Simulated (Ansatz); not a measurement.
## P (Imma), one atom moved along a line

Level of theory: Ansatz, DFT PBE+D3(BJ), scalar-relativistic, plane waves, PAW. Cutoff 420 eV, Γ-centred 12×12×12 k-points, Gaussian smearing of 0.15 eV. No spin polarisation. Energies are free energies at this smearing, counted from the undisturbed cell; pressure is positive in compression.

The starting cell (relaxed at this level; this form isn't the usual structure):

```yaml
crystal:
  lattice:
    - [-3.41342, 0.00000, -3.44038]
    - [-3.41342, 0.00000, 3.44038]
    - [0.00000, 4.84834, 0.00000]
  atoms:
    - { symbol: P, position: [0.48778, 0.51222, 0.75000] }
    - { symbol: P, position: [0.48778, 0.01222, 0.25000] }
    - { symbol: P, position: [0.98778, 0.01222, 0.75000] }
    - { symbol: P, position: [0.98778, 0.51222, 0.25000] }
    - { symbol: P, position: [0.01222, 0.48778, 0.75000] }
    - { symbol: P, position: [0.01222, 0.98778, 0.25000] }
    - { symbol: P, position: [0.51222, 0.98778, 0.75000] }
    - { symbol: P, position: [0.51222, 0.48778, 0.25000] }
```

Atom 1 (P) is moved by x along the Cartesian unit vector (0.740, 0.000, 0.673); the cell and all other atoms stay fixed. The cell is metallic on the mesh throughout.

```
  x (Å)  ΔE (meV/cell)
-0.4500          502.1
-0.2700          178.6
 0.0000            0.0
 0.3600          797.4
```